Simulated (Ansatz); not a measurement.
GaSb under changes of volume

One of the cells (28.625 Å³/atom); the others are scaled copies at fixed shape and fractional positions:

```
CELL_PARAMETERS angstrom
0.00000 3.05900 3.05900
3.05900 0.00000 3.05900
3.05900 3.05900 0.00000
ATOMIC_POSITIONS crystal
Sb 0.75000 0.75000 0.75000
Ga 0.00000 0.00000 0.00000
```

* Program: Ansatz 0.2.0
* Functional: LC-wPBE
* Potentials or basis: Ansatz PAW
* Cutoff: 420 eV (not typed: the program's choice for these potentials)
* k mesh: 4 × 4 × 4
* Occupations: fermi-dirac, width 0.05 eV
* Spin: no spin polarisation

```tsv
volume (Å³/atom)	energy over the lowest point (meV/atom)	pressure (GPa)	gap on the mesh (eV)
26.907	0.00	0.8	5.46
27.480	0.00	-0.8	5.38
28.052	5.23	-2.1	5.31
28.625	15.01	-3.3	5.23
29.197	?	?	?
29.770	46.48	-5.4	4.89
30.342	67.41	-6.3	4.70
```

Task: What does the run at 29.197 Å³/atom give?

Result: Energy over the lowest point 28.92 meV/atom; pressure -4.4 GPa; gap on the mesh 5.09 eV.

Worked out: A Birch-Murnaghan fit of order 3 (a polynomial in V^(-2/3)) to the other rows has its minimum at 27.19 Å³/atom with B0 = V·E''(V) = 72 GPa and B' = 4.2. It gives 28.89 meV/atom at 29.197 Å³/atom, against the run's 28.92, and -dE/dV = -4.4 GPa, against -4.4. A parabola through the other rows of the gap, of slope -7.95 eV per unit of ln V there, gives 5.07 eV, against the run's 5.09.

Energies are extrapolated to zero smearing.

Caveats: all runs use coarse meshes; spin-orbit coupling is left out, which moves the levels of the heavy elements; the PAW data sets come from PBE, with cores solved anew for the run's functional, which leaves a small shift of forces and pressure; the thresholds are loose for stress.

A mesh can miss the band edges.
